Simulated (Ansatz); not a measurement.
Runs of Ansatz 0.2.0 on MnS. Symmetry: F-43m, No. 216, cubic system. Conventional cell: a = 4.947 Å, b = 4.947 Å, c = 4.947 Å, α = 90.00°, β = 90.00°, γ = 90.00°. Mn (site symmetry -43m) has 4 S at 2.14 Å as nearest neighbours. Around S (site symmetry -43m) lie 4 Mn at 2.14 Å. The cell is a database's computed one.

```tsv
task	level	potentials or basis	spin	U	cell	cutoff (eV)	smearing	hubbard projectors	double counting	points for each segment of the path	driver	gap on the mesh (eV)	pressure (GPa)	moment (μB)	relaxed volume (Å³/atom)
relaxation of cell and atoms	r2SCAN	Ansatz PAW	collinear, ferromagnetic start	-	relaxed	500	fermi-dirac 0.05 eV	-	-	-	-	0.76	0.0	5.00	22.51
single point	PBEsol+D3(BJ)	Ansatz PAW	collinear, random start	-	as given	420	methfessel-paxton 0.1 eV	-	-	-	-	none	-7.5	0.26	-
single point	PBEsol+D4+U	Ansatz PAW	collinear, ferromagnetic start	Mn d U = 4.5 eV	as given	420	fermi-dirac 0.1 eV	ortho-atomic (the default)	fll (the default)	-	-	none	49.7	4.60	-
band structure	r2SCAN	Ansatz PAW	collinear, ferromagnetic start	-	as given	500	fermi-dirac 0.05 eV	-	-	14	-	none	33.4	3.69	-
relaxation of cell and atoms	r2SCAN+D3(BJ)+ATM	Ansatz PAW	collinear, ferromagnetic start	-	relaxed	500	fermi-dirac 0.05 eV	-	-	-	-	0.68	0.0	5.00	22.23
band structure	r2SCAN+U	Ansatz PAW	collinear, ferromagnetic start	Mn d U = 3 eV	as given	500	fermi-dirac 0.05 eV	ortho-atomic (the default)	fll (the default)	14	-	none	57.8	4.67	-
ladder of functionals	LDA+U	SPMS NC	collinear, ferromagnetic start	Mn d U = 6.2 eV	as given	1007	methfessel-paxton 0.1 eV	ortho-atomic (the default)	fll (the default)	-	chain	none	57.0	4.83	-
band structure	SVWN5	PseudoDojo standard (LDA files)	collinear, ferromagnetic start	-	as given	1306	gaussian 0.02 eV	-	-	14	-	none	-7.2	(b)	-
relaxation of cell and atoms	r2SCAN+D4	Ansatz PAW	collinear, ferromagnetic start	-	relaxed	500	fermi-dirac 0.05 eV	-	-	-	-	0.69	0.0	5.00	22.25
band structure	PBEsol	Ansatz PAW	collinear, ferromagnetic start	-	as given	420	fermi-dirac 0.05 eV	-	-	14	-	none	(a)	0.24	-
relaxation of cell and atoms	PBEsol+D4	Ansatz PAW	collinear, ferromagnetic start	-	relaxed	420	fermi-dirac 0.05 eV	-	-	-	-	none	0.0	0.18	14.55
```

Alike in all rows: k mesh 9 × 9 × 9.

Estimate the missing entries.

(a) -3.0; (b) 0.29.

Caveats: the PAW data sets come from PBE, with cores solved anew for the run's functional, which leaves a small shift of forces and pressure (some runs); the magnetic or orbital state may not be the lowest (some runs); a cell with one magnetic atom can't hold antiferromagnetic order, which such compounds often take (some runs); semilocal functionals often make such compounds metallic where correlation or magnetic order opens a gap, which also shifts bond lengths (some runs); the plane-wave basis is chosen anew once the cell has moved, so the energies of steps on either side of that aren't comparable (some runs); a pressure of tens of GPa on the cell as given is suspect, and the run, the potentials or the cell itself is likely at fault (some runs); the volume moved by over 15 % at a fixed basis, so the end points are rough (some runs).

A k mesh can miss the band edges.

A gap of «none» marks a metal or a gap under the smearing width.

Not every run made on this cell is shown here.
